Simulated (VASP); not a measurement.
# VN (Fm-3m) in VASP: a series of runs

Aim: see how the results for VN move with the level of theory and the settings. Levels: LDA, PBE. Tasks: relaxation of cell and atoms.

All numbers are computed with VASP 6.6.1; they aren't measurements. Logs are shortened: lines on timing, memory, paths and dates and some standing lists are left out, and cuts for length are marked.

## 1. The crystal as given

Symmetry: Fm-3m, No. 225, cubic system. The conventional cell has a = 4.128 Å, b = 4.128 Å, c = 4.128 Å, α = 90.00°, β = 90.00°, γ = 90.00°. Around V (site symmetry m-3m) lie 6 N at 2.06 Å. Around N (site symmetry m-3m) lie 6 V at 2.06 Å.

## 2. Relaxation of cell and atoms, LDA

File INCAR:

```
SYSTEM = VN
ALGO = Normal
EDIFF = 1E-6
EDIFFG = -0.01
ENCUT = 600
GGA = CA
IBRION = 2
ISIF = 3
ISMEAR = 1
LASPH = .True.
LCHARG = .False.
LREAL = .False.
LWAVE = .False.
NELM = 80
NSW = 90
PREC = Accurate
SIGMA = 0.1
```

File KPOINTS:

```
k-points
0
Gamma
  16 16 16
  0 0 0
```

File POSCAR:

```
VN
1.0
    0.0000000000      2.0640000000      2.0640000000
    2.0640000000      0.0000000000      2.0640000000
    2.0640000000      2.0640000000      0.0000000000
V N
1 1
Direct
    0.0000000000      0.0000000000      0.0000000000
    0.5000000000      0.5000000000      0.5000000000
```

Potentials or basis: VASP PAW LDA potentials, release 64 (V_sv, N).

Started as:

```sh
> cat potpaw_LDA.64/V_sv/POTCAR potpaw_LDA.64/N/POTCAR > POTCAR
> mpirun -np 1 vasp_std > vasp.out
```

OUTCAR:

```text
SYSTEM = VN
   EDIFF = 1E-6
   EDIFFG = -0.01
   ENCUT = 600
   GGA = CA
   IBRION = 2
   ISIF = 3
   ISMEAR = 1
   LASPH = .True.
   LREAL = .False.
   NELM = 80
   NSW = 90
   PREC = Accurate

 ion  position               nearest neighbor table
   1  0.000  0.000  0.000-   2 2.06   2 2.06   2 2.06   2 2.06   2 2.06   2 2.06
   2  0.500  0.500  0.500-   1 2.06   1 2.06   1 2.06   1 2.06   1 2.06   1 2.06

  LATTYP: Found a face centered cubic cell.
 ALAT       =     4.1280000000

  Lattice vectors:

 A1 = (   0.0000000000,   2.0640000000,   2.0640000000)
 A2 = (   2.0640000000,   0.0000000000,   2.0640000000)
 A3 = (   2.0640000000,   2.0640000000,   0.0000000000)

Analysis of symmetry for initial positions (statically):
=====================================================================
 Subroutine PRICEL returns:
 Original cell was already a primitive cell.

 Routine SETGRP: Setting up the symmetry group for a
 face centered cubic supercell.

 Subroutine GETGRP returns: Found 48 space group operations
 (whereof 48 operations were pure point group operations)
 out of a pool of 48 trial point group operations.

The static configuration has the point symmetry O_h .

Analysis of symmetry for dynamics (positions and initial velocities):
=====================================================================
 Subroutine PRICEL returns:
 Original cell was already a primitive cell.

 Routine SETGRP: Setting up the symmetry group for a
 face centered cubic supercell.

 Subroutine GETGRP returns: Found 48 space group operations
 (whereof 48 operations were pure point group operations)
 out of a pool of 48 trial point group operations.

The dynamic configuration has the point symmetry O_h .

 Subroutine INISYM returns: Found 48 space group operations
 (whereof 48 operations are pure point group operations),
 and found     1 'primitive' translations

----------------------------------------------------------------------------------------

                                     Primitive cell

  volume of cell :      17.5857

  direct lattice vectors                    reciprocal lattice vectors
     0.000000000  2.064000000  2.064000000    -0.242248062  0.242248062  0.242248062
     2.064000000  0.000000000  2.064000000     0.242248062 -0.242248062  0.242248062
     2.064000000  2.064000000  0.000000000     0.242248062  0.242248062 -0.242248062

  length of vectors
     2.918936793  2.918936793  2.918936793     0.419585951  0.419585951  0.419585951

  position of ions in fractional coordinates (direct lattice)
     0.000000000  0.000000000  0.000000000
     0.500000000  0.500000000  0.500000000

  ion indices of the primitive-cell ions
   primitive index   ion index
                 1           1
                 2           2

----------------------------------------------------------------------------------------

 KPOINTS: k-points

Automatic generation of k-mesh.
 Grid dimensions read from file:
 generate k-points for:   16   16   16

 Generating k-lattice:

  Cartesian coordinates                     Fractional coordinates (reciprocal lattice)
    -0.015140504  0.015140504  0.015140504     0.062500000  0.000000000  0.000000000
     0.015140504 -0.015140504  0.015140504     0.000000000  0.062500000  0.000000000
     0.015140504  0.015140504 -0.015140504     0.000000000  0.000000000  0.062500000

  Length of vectors
     0.026224122  0.026224122  0.026224122

  Shift w.r.t. Gamma in fractional coordinates (k-lattice)
     0.000000000  0.000000000  0.000000000

 Subroutine IBZKPT returns following result:
 ===========================================

 Found    145 irreducible k-points:

 Following reciprocal coordinates:
            Coordinates               Weight
  0.000000  0.000000  0.000000      1.000000
  0.062500  0.000000  0.000000      8.000000
  0.125000  0.000000  0.000000      8.000000
  0.187500  0.000000  0.000000      8.000000
  0.250000  0.000000  0.000000      8.000000
  0.312500  0.000000  0.000000      8.000000
[... 16 lines left out ...]
 -0.125000  0.062500  0.000000     24.000000
 -0.062500  0.062500  0.000000     12.000000
 [... further k-points ...]
   k-points           NKPTS =    145   k-points in BZ     NKDIM =    145   number of bands    NBANDS=     13
   number of dos      NEDOS =    301   number of ions     NIONS =      2
   total plane-waves  NPLWV =  13824
   dimension x,y,z NGX =    24 NGY =   24 NGZ =   24
   dimension x,y,z NGXF=    48 NGYF=   48 NGZF=   48
   ions per type =               1   1
   NGX,Y,Z   is equivalent  to a cutoff of  13.67, 13.67, 13.67 a.u.
   NGXF,Y,Z  is equivalent  to a cutoff of  27.34, 27.34, 27.34 a.u.
 SYSTEM =  VN
   PREC   = accura    normal or accurate (medium, high low for compatibility)
   ISTART =      0    job   : 0-new  1-cont  2-samecut
   ICHARG =      2    charge: 1-file 2-atom 10-const
   ISPIN  =      1    spin polarized calculation?
   LNONCOLLINEAR =      F non collinear calculations
   LSORBIT =      F    spin-orbit coupling
   LASPH  =      T    aspherical Exc in radial PAW
   ENCUT  =  600.0 eV  44.10 Ry    6.64 a.u.   5.83  5.83  5.83*2*pi/ulx,y,z
   NELM   =     80;   NELMIN=  2; NELMDL= -5     # of ELM steps
   EDIFF  = 0.1E-05   stopping-criterion for ELM
   LREAL  =      F    real-space projection
   EDIFFG = -.1E-01   stopping-criterion for IOM
   NSW    =     90    number of steps for IOM
   IBRION =      2    ionic relax: 0-MD 1-quasi-New 2-CG
   NFREE  =      1    steps in history (QN), initial steepest desc. (CG)
   ISIF   =      3    stress and relaxation
   ISYM   =      2    0-nonsym 1-usesym 2-fastsym
   POTIM  = 0.5000    time-step for ionic-motion
   TEBEG  =    0.0;   TEEND  =   0.0 temperature during run
   PSTRESS=    0.0 pullay stress
   NELECT =      18.0000    total number of electrons
   NUPDOWN=      -1.0000    fix difference up-down
   EMIN   =  10.00;   EMAX   =-10.00  energy-range for DOS
   EFERMI =   0.00;   METHOD = LEGACY
   ISMEAR =     1;   SIGMA  =   0.10  broadening in eV -4-tet -1-fermi 0-gaus
   EFERMI_NEDOS =   21; number of points for ismear=-14 and -15
   IALGO  =     38    algorithm
   IMIX   =      4    mixing-type and parameters
     AMIX     =   0.40;   BMIX     =  1.00
     AMIX_MAG =   1.60;   BMIX_MAG =  1.00
  volume/ion in A,a.u.               =       8.79        59.34
  Fermi-wavevector in a.u.,A,eV,Ry     =   1.649856  3.117775 37.035385  2.722024
  Thomas-Fermi vector in A             =   2.738904
   LORBIT       =      0    0 simple, 1 ext, 2 COOP (PROOUT), +10 PAW based schemes
   GGA     = CA    functional components
   LHFCALC =     F    Hartree Fock is set to
   AEXX    =    0.0000 exact exchange contribution
   IVDW    =     0    specifies the selected vdW correction
   LEPSILON=     F    determine dielectric tensor
   LRPA    =     F    only Hartree local field effects (RPA)
 conjugate gradient relaxation of ions
 non-spin polarized calculation
 Methfessel and Paxton  Order N= 1 SIGMA  =   0.10
  energy-cutoff  :      600.00
  volume of cell :       17.59
 maximum number of plane-waves:       604
   NGX = 11   NGY = 11   NGZ = 11

--------------------------------------- Ionic step        1  -------------------------------------------

 number of electron      18.0000004 magnetization

 Free energy of the ion-electron system (eV)
  ---------------------------------------------------
  ext. energy  EPLUGINS =         0.00000000
  ---------------------------------------------------
  free energy    TOTEN  =       -21.46099579 eV

  energy without entropy =      -21.46106552  energy(sigma->0) =      -21.46101903

------------------------ aborting loop because EDIFF is reached ----------------------------------------

  FORCE on cell =-STRESS in cart. coord.  units (eV):
  Direction    XX          YY          ZZ          XY          YZ          ZX
  --------------------------------------------------------------------------------------
  -------------------------------------------------------------------------------------
  Total       -2.1167696     -2.1167696     -2.1167696      0.0000000     -0.0000000      0.0000000
  in kB     -192.8524264   -192.8524264   -192.8524264      0.0000000     -0.0000000      0.0000000
  external PRESSURE =    -192.8524264 kB  Pullay stress =       0.0000000 kB
[... 93 lines left out ...]
  energy  without entropy=      -21.5258730686  energy(sigma->0) =      -21.52585480

--------------------------------------- Ionic step        4  -------------------------------------------

 number of electron      18.0000001 magnetization

 Free energy of the ion-electron system (eV)
  ---------------------------------------------------
  ext. energy  EPLUGINS =         0.00000000
  ---------------------------------------------------
  free energy    TOTEN  =       -21.52590031 eV

  energy without entropy =      -21.52592884  energy(sigma->0) =      -21.52590982

 E-fermi :  12.6283     XC(G=0): -14.2836

 val. band max:       12.6088163745   @ k =   0.2500   0.0000   0.0000
 cond. band min:      12.6356213330   @ k =  -0.2500   0.3125   0.0625
 fundamental gap:      0.0268049585
 Fermi energy:        12.6283072513

 k-point     1 :       0.0000    0.0000    0.0000
  band No.  band energies     occupation
      1     -52.0696      2.00000
      2     -26.0865      2.00000
      3     -26.0865      2.00000
      4     -26.0865      2.00000
      5      -5.5769      2.00000
      6      10.2671      2.00000
      7      10.2671      2.00000
      8      10.2671      2.00000
      9      10.8993      2.00000
     10      10.8993      2.00000
     11      10.8993      2.00000
     12      12.0286      2.00000
     13      12.0286      2.00000
[... 353 lines left out ...]
 k-point    24 :      -0.0625    0.0625    0.0000
  band No.  band energies     occupation
      1     -52.0598      2.00000
      2     -26.1459      2.00000
      3     -26.1024      2.00000
      4     -26.0878      2.00000
      5      -5.3443      2.00000
      6       8.9120      2.00000
      7       9.0913      2.00000
      8       9.4245      2.00000
      9      11.0195      2.00000
     10      11.4943      2.00000
     11      11.6135      2.00000
     12      12.6718      0.33487
     13      13.4589     -0.00000

 [... further k-points ...]
[... 5 lines left out ...]
  --------------------------------------------------------------------------------------
  -------------------------------------------------------------------------------------
  Total       -0.0096439     -0.0096439     -0.0096439      0.0000000     -0.0000000      0.0000000
  in kB       -0.9328586     -0.9328586     -0.9328586      0.0000000     -0.0000000      0.0000000
  external PRESSURE =      -0.9328586 kB  Pullay stress =       0.0000000 kB
[... 17 lines left out ...]
  FREE ENERGIE OF THE ION-ELECTRON SYSTEM (eV)
  ---------------------------------------------------
  free  energy   TOTEN  =       -21.5259003067 eV

  energy  without entropy=      -21.5259288379  energy(sigma->0) =      -21.52590982

 reached required accuracy - stopping structural energy minimisation
```

Wall time 85 s (1 thread of Intel Xeon Platinum 8259CL at 2.50GHz (Skylake/Cascade Lake), shared host); peak memory 0.17 GiB.

What came out:

```yaml
Free_energy: -21.5259 eV
Relaxed_volume: 8.28 Å³/atom
Relaxed_cell: a = 2.861 Å, b = 2.861 Å, c = 2.861 Å, α = 60.00°, β = 60.00°, γ = 60.00°
Space_group_after_relaxing_to_0.05_Å: Fm-3m (No. 225)
Energy_gained_by_relaxing: 32.5 meV/atom
Ionic_steps: 4
Pressure_after_relaxing: -0.1 GPa
```

Step by step:
```csv
step,energy change (eV),largest force (eV/Å),pressure (GPa),volume (Å³)
1,0.0000,0.0000,-19.29,17.59
2,0.1278,0.0000,43.85,15.03
3,-0.0648,0.0000,-0.67,16.59
4,-0.0649,0.0000,-0.09,16.56
```

Final structure:
```xyz
2
Lattice="0.0000 2.0232 2.0232 2.0232 0.0000 2.0232 2.0232 2.0232 0.0000" Properties=species:S:1:pos:R:3 pbc="T T T"
V     4.0464    2.0232    2.0232
N     2.0232    2.0232    2.0232
```

Levels at points of the mesh, in eV from the Fermi level:
| k point | band 7 | band 8 | band 9 | band 10 | band 11 | band 12 |
| --- | --- | --- | --- | --- | --- | --- |
| (0.00, 0.00, 0.00) | -2.36 | -2.36 | -1.73 | -1.73 | -1.73 | -0.60 |
| (0.50, 0.00, 0.00) | -6.51 | -6.51 | 0.62 | 0.62 | 1.58 | 5.33 |
| (0.50, 0.50, 0.00) | -4.22 | -3.81 | -3.81 | 0.47 | 1.30 | 1.30 |

Caveat: the bands computed are all filled at some k points, so no gap is given; the run has no spin polarisation, though such a crystal can be magnetic. Zero-point motion and thermal expansion aren't in these numbers.

## 3. Relaxation of cell and atoms, LDA

This run uses another cell than the first one, of 8.28 Å³/atom, 0.942 times its volume.

INCAR, as its differences from that of step 2:

```diff
@@ -2,4 +2,4 @@
 ALGO = Normal
-EDIFF = 1E-6
-EDIFFG = -0.01
+EDIFF = 1E-7
+EDIFFG = -0.005
 ENCUT = 600
```

KPOINTS is that of step 2.

File POSCAR:

```
VN                                      
1.0
    0.0000000000      2.0232001773      2.0232001773
    2.0232001773     -0.0000000000      2.0232001773
    2.0232001773      2.0232001773      0.0000000000
  V               N             
     1     1
Direct
     0.0000000000000000    1.0000000000000000    1.0000000000000000
     0.5000000000000000    0.5000000000000000    0.5000000000000000
```

Potentials or basis: VASP PAW LDA potentials, release 64 (V_sv, N).

Started as:

```sh
> cat potpaw_LDA.64/V_sv/POTCAR potpaw_LDA.64/N/POTCAR > POTCAR
> mpirun -np 1 vasp_std > vasp.out
```

OUTCAR:

```text
SYSTEM = VN
   EDIFF = 1E-7
   EDIFFG = -0.005
   ENCUT = 600
   GGA = CA
   IBRION = 2
   ISIF = 3
   ISMEAR = 1
   LASPH = .True.
   LREAL = .False.
   NELM = 80
   NSW = 90
   PREC = Accurate

 ion  position               nearest neighbor table
   1  0.000  0.000  0.000-   2 2.02   2 2.02   2 2.02   2 2.02   2 2.02   2 2.02
   2  0.500  0.500  0.500-   1 2.02   1 2.02   1 2.02   1 2.02   1 2.02   1 2.02

  LATTYP: Found a face centered cubic cell.
 ALAT       =     4.0464003546

  Lattice vectors:

 A1 = (   0.0000000000,   2.0232001773,   2.0232001773)
 A2 = (   2.0232001773,   0.0000000000,   2.0232001773)
 A3 = (   2.0232001773,   2.0232001773,   0.0000000000)

Analysis of symmetry for initial positions (statically):
=====================================================================
 Subroutine PRICEL returns:
 Original cell was already a primitive cell.

 Routine SETGRP: Setting up the symmetry group for a
 face centered cubic supercell.

 Subroutine GETGRP returns: Found 48 space group operations
 (whereof 48 operations were pure point group operations)
 out of a pool of 48 trial point group operations.

[... 171 lines left out ...]
 k-point     1 :       0.0000    0.0000    0.0000
  band No.  band energies     occupation
      1     -52.0699      2.00000
      2     -26.0866      2.00000
      3     -26.0866      2.00000
      4     -26.0866      2.00000
      5      -5.5778      2.00000
      6      10.2659      2.00000
      7      10.2659      2.00000
      8      10.2659      2.00000
      9      10.8993      2.00000
     10      10.8993      2.00000
     11      10.8993      2.00000
     12      12.0285      2.00000
     13      12.0285      2.00000
[... 354 lines left out ...]
  band No.  band energies     occupation
      1     -52.0600      2.00000
      2     -26.1460      2.00000
      3     -26.1025      2.00000
      4     -26.0878      2.00000
      5      -5.3451      2.00000
      6       8.9111      2.00000
      7       9.0905      2.00000
      8       9.4238      2.00000
      9      11.0195      2.00000
     10      11.4942      2.00000
     11      11.6130      2.00000
     12      12.6715      0.33633
     13      13.4584     -0.00000

 [... further k-points ...]
[... 5 lines left out ...]
  --------------------------------------------------------------------------------------
  -------------------------------------------------------------------------------------
  Total        0.0033052      0.0033052      0.0033052     -0.0000000      0.0000000      0.0000000
  in kB        0.3197152      0.3197152      0.3197152     -0.0000000      0.0000000      0.0000000
  external PRESSURE =       0.3197152 kB  Pullay stress =       0.0000000 kB

 VOLUME and BASIS-vectors are now :
 -----------------------------------------------------------------------------
  energy-cutoff  :      600.00
  volume of cell :       16.56
      direct lattice vectors                 reciprocal lattice vectors
     0.000000000  2.023200177  2.023200177    -0.247133233  0.247133233  0.247133233
     2.023200177  0.000000000  2.023200177     0.247133233 -0.247133233  0.247133233
     2.023200177  2.023200177  0.000000000     0.247133233  0.247133233 -0.247133233

 POSITION                                       TOTAL-FORCE (eV/Angst)
 -----------------------------------------------------------------------------------
      0.00000      0.00000      0.00000        -0.000000     -0.000000     -0.000000
      2.02320      2.02320      2.02320         0.000000      0.000000      0.000000
 -----------------------------------------------------------------------------------
    total drift:                                0.000000     -0.000000     -0.000000

  FREE ENERGIE OF THE ION-ELECTRON SYSTEM (eV)
  ---------------------------------------------------
  free  energy   TOTEN  =       -21.5240391121 eV

  energy  without entropy=      -21.5240656911  energy(sigma->0) =      -21.52404797

 reached required accuracy - stopping structural energy minimisation
```

CONTCAR:

```text
VN
   1.00000000000000
     0.0000000000000000    2.0232001773000001    2.0232001773000001
     2.0232001773000001    0.0000000000000000    2.0232001773000001
     2.0232001773000001    2.0232001773000001    0.0000000000000000
  V               N
     1     1
Direct
     0.0000000000000000    0.0000000000000000    0.0000000000000000
     0.5000000000000000    0.5000000000000000    0.5000000000000000

  0.00000000E+00  0.00000000E+00  0.00000000E+00
  0.00000000E+00  0.00000000E+00  0.00000000E+00
```

Run time: 27 s. Hardware: 1 thread of Intel Xeon Platinum 8259CL at 2.50GHz (Skylake/Cascade Lake), shared host; peak memory 0.16 GiB.

Results:

```yaml
Free_energy: -21.5240 eV
Pressure_after_relaxing: 0.0 GPa
```

Final structure:
```
V N
1.0
     0.00000    2.02320    2.02320
     2.02320    0.00000    2.02320
     2.02320    2.02320    0.00000
V N
1 1
Direct
  0.00000 0.00000 0.00000
  0.50000 0.50000 0.50000
```

Levels at points of the mesh, in eV from the Fermi level:
| k point | band 6 | band 7 | band 8 | band 9 | band 10 | band 11 | band 12 | band 13 |
| --- | --- | --- | --- | --- | --- | --- | --- | --- |
| (0.00, 0.00, 0.00) | -2.36 | -2.36 | -2.36 | -1.73 | -1.73 | -1.73 | -0.60 | -0.60 |
| (0.50, 0.00, 0.00) | -9.37 | -6.51 | -6.51 | 0.62 | 0.62 | 1.58 | 5.33 | 5.33 |
| (0.50, 0.50, 0.00) | -6.89 | -4.22 | -3.81 | -3.81 | 0.47 | 1.30 | 1.30 | 3.03 |

Caveat: the relaxation stopped at its first step, so nothing moved; the bands computed are all filled at some k points, so no gap is given; the run has no spin polarisation, though such a crystal can be magnetic.

[end of part 1 of 2]
